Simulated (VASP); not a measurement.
TaN: electrostatic potential with PBEsol+D3(BJ)

The system is TaN.

```
CELL_PARAMETERS angstrom
2.90599 0.00000 0.00000
-1.45300 2.51666 0.00000
0.00000 0.00000 2.85615
ATOMIC_POSITIONS crystal
Ta 0.00000 0.00000 0.00000
N 0.33333 0.66667 0.50000
```

The cell was built by a generator and needn't be a form met in nature.

```yaml
Program: VASP 6.6.1
Task: electrostatic potential
Functional: PBEsol
Dispersion: D3(BJ)
Potentials_or_basis: VASP PAW PBE potentials, release 64 (Ta_pv, N)
Cutoff: 520 eV
k_mesh: 16 × 16 × 14
Occupations: methfessel-paxton, width 0.1 eV
Spin: no spin polarisation
Further_INCAR_settings: ALGO = Normal; EDIFF = 1e-06
```

```yaml
Pressure: 0.1 GPa
Band_gap_on_the_k_mesh: none (metal or under the smearing width)
Dispersion_energy_per_atom: -0.474 eV
```

Stress tensor (GPa, compression positive):
```
0.10 0.00 0.00
0.00 0.10 0.00
0.00 0.00 0.20
```

Levels at points of the mesh, in eV from the Fermi level:
| k point | band 5 | band 6 | band 7 | band 8 | band 9 | band 10 | band 11 | band 12 |
| --- | --- | --- | --- | --- | --- | --- | --- | --- |
| (0.00, 0.00, 0.00) | -4.69 | -4.69 | -4.38 | -2.96 | 2.46 | 3.73 | 3.73 | 4.15 |
| (0.50, 0.00, 0.00) | -8.49 | -5.37 | -3.64 | -3.22 | 3.10 | 4.24 | 5.38 | 5.54 |
| (0.00, 0.00, 0.50) | -9.58 | -3.85 | -3.85 | -0.12 | -0.12 | 2.51 | 3.40 | 3.40 |
| (0.50, 0.00, 0.50) | -7.53 | -6.33 | -5.87 | -0.29 | 4.38 | 5.61 | 6.34 | 7.39 |

Wall time 15 s on 1 thread of Intel(R) Xeon(R) 6975P-C (Granite Rapids), on a shared host, peak memory 0.2 GiB.

Caveat: the PAW data sets were made with another functional, which shifts forces and pressure a little; pairwise dispersion overbinds metals, which lowers pressure and volume. The run has no spin-orbit coupling, so splittings on Ta are missing.
